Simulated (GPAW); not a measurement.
Consider AgBr (Fm-3m).

```xyz
2
Lattice="0.0000 2.8702 2.8702 2.8702 0.0000 2.8702 2.8702 2.8702 0.0000" Properties=species:S:1:pos:R:3 pbc="T T T"
Ag    0.0000    0.0000    0.0000
Br    2.8702    2.8702    2.8702
```

Absorber: atom 2, with 6 Ag at 2.87 Å (octahedral, site symmetry m-3m). Method: GPAW, PBE, full core hole (charged cell), 12-atom cell with 7.0 Å between holes, 3×3×3 k points, dipole transitions, Gaussian full width 2.52 eV up to 4 eV, rising linearly to 3.5 eV at 25 eV.

The database entry behind the starting cell differs from later determinations by our own check (about 0.6 % short of the room-temperature cell), so it need not match the best structure at ambient conditions.

Question: What does the Br K edge look like?

Main maxima up to 30 eV above the zero (height): 6.6 eV (1.91), 17.2 eV (1.33) and 26.0 eV (1.57). A K edge sees empty p states on the absorber. 

The Br K spectrum (energy from the lowest empty level; intensity scaled to a mean of 1 over the first 20 eV):

```
E (eV)  intensity
  -2.0       0.00
  -1.5       0.00
  -1.0       0.01
  -0.5       0.02
   0.0       0.06
   0.5       0.14
   1.0       0.28
   1.5       0.48
   2.0       0.73
   2.5       0.98
   3.0       1.16
   3.5       1.23
   4.0       1.24
   4.5       1.26
   5.0       1.36
   5.5       1.55
   6.0       1.76
   6.5       1.90
   7.0       1.88
   7.5       1.67
   8.0       1.36
   8.5       1.05
   9.0       0.81
   9.5       0.67
  10.0       0.59
  10.5       0.54
  11.0       0.49
  11.5       0.45
  12.0       0.43
  12.5       0.43
  13.0       0.48
  13.5       0.57
  14.0       0.69
  14.5       0.84
  15.0       0.99
  15.5       1.12
  16.0       1.23
  16.5       1.29
  17.0       1.32
  17.5       1.32
  18.0       1.30
  18.5       1.26
  19.0       1.21
  19.5       1.18
  20.0       1.15
  20.5       1.14
  21.0       1.14
  21.5       1.14
  22.0       1.15
  22.5       1.17
  23.0       1.21
  23.5       1.26
  24.0       1.33
  24.5       1.41
  25.0       1.48
  25.5       1.55
  26.0       1.57
  26.5       1.56
  27.0       1.50
  27.5       1.41
  28.0       1.32
  28.5       1.24
  29.0       1.18
  29.5       1.13
  30.0       1.09
  30.5       1.05
  31.0       1.02
  31.5       1.01
  32.0       1.01
```

The script folds with a Gaussian, whereas the core hole's own line is a Lorentzian, so the onset is too steep and the first peak too high. The mesh is coarse (0.36 Å⁻¹ between points), so small maxima may be mesh ripples. Lifetime broadening is put in by hand, and intensities beyond about 20 eV depend on it and on the partial waves. The structure is a published determination, not relaxed.

[Banner, clock and machine lines of the logs are left out without a mark of their own.]

[Logs are printed without paths, hosts, clocks, repeated set-up lines and the standing remarks that a program may print on its own settings, such as how far it seeks lower states.]

[Hosts, paths, dates, database ids (printed as entryN), source tags and the programs' standing remarks are cut or masked in the printed files.]

[Lists of maxima count a maximum above −3 eV only where it reaches 4 % of the highest in the window and stands out from its surroundings by 2 % of it (1.5 % where it reaches 55 %); shoulders and weaker maxima are passed over, and of the rest the first, up to two pre-edge ones and the few strongest are named.]
